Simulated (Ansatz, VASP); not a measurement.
# Sr in VASP and in Ansatz

```
CELL_PARAMETERS angstrom
0.00000 3.04235 2.89023
3.04235 0.00000 2.89023
3.04235 3.04235 0.00000
ATOMIC_POSITIONS crystal
Sr 0.00000 0.00000 0.00000
```

Change from the starting cell: strain +0.000 along x and y, -0.050 along z, atoms carried along.

Alike in both runs: task single point; functional PBE; k mesh 14 × 14 × 14; occupations gaussian, width 0.15 eV; no spin polarisation.

```csv
,VASP,Ansatz
version,VASP 6.6.1,Ansatz 0.2.0
potentials or method,"VASP PAW PBE potentials, release 64 (Sr_sv)","scalar-relativistic, plane waves, PAW"
plane-wave cutoff (eV),520,420
valence electrons in the cell,10,10
```

|  | VASP | Ansatz | Ansatz less VASP |
| --- | --- | --- | --- |
| gap on the k mesh at the Fermi level (eV) | none | none | - |
| pressure (GPa) | 0.3 | 0.3 | 0.00 |
| largest component of the traceless stress (GPa) | 0.12 | 0.12 | +0.001 |

A gap of «none» marks a metal or a gap that the smearing closes.
